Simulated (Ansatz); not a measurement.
Write the native input for Ansatz 0.2.0 that does the following.

```
Task                : single point
Functional          : PBE
Potentials or basis : all-electron LAPW, scalar-relativistic
Cutoff              : 283 eV (chosen from the basis error)
Basis error allowed : 0.001 eV/atom
k mesh              : 8 × 8 × 8
Occupations         : gaussian, width 0.024 eV
Spin                : no spin polarisation
```

Crystal: InAs.

```
In As
1.0
     0.00000    3.01800    3.01800
     3.01800    0.00000    3.01800
     3.01800    3.01800    0.00000
In As
1 1
Direct
  0.00000 0.00000 0.00000
  0.75000 0.75000 0.75000
```

The input as run:

input.yaml

```yaml
crystal:
  lattice:
    - [0.0, 3.018, 3.018]
    - [3.018, 0.0, 3.018]
    - [3.018, 3.018, 0.0]
  atoms:
    - { symbol: In, position: [0.0, 0.0, 0.0] }
    - { symbol: As, position: [0.75, 0.75, 0.75] }
kpoints:
  mp_grid: { grid: [8, 8, 8] }
scf:
  occupations: { method: gaussian, width: 0.024 }
hamiltonian:
  xc: pbe
  pseudopotentials: { kind: all_electron, lapw: { basis_error: 0.001 } }
output:
  forces: true
  stress: true
  eigenvalues: true
```

Potentials or basis: all-electron LAPW, scalar-relativistic.

Launch:

```sh
$ ansatz run input.yaml --threads 1 --pin off --max-ram 3072MiB --backend cpu --events-out ev --progress --plain --runs-dir out
```

Results of the run:

The pressure is 4.3 GPa and the band gap on the k mesh is none (metal or under the smearing width).

Caveat: this crystal is a semiconductor, whose small gap the functional closes, so the metal is an error of the method.

Wall time 16 s on 1 thread of Arm Neoverse V1, on a shared host, peak memory 0.29 GiB.
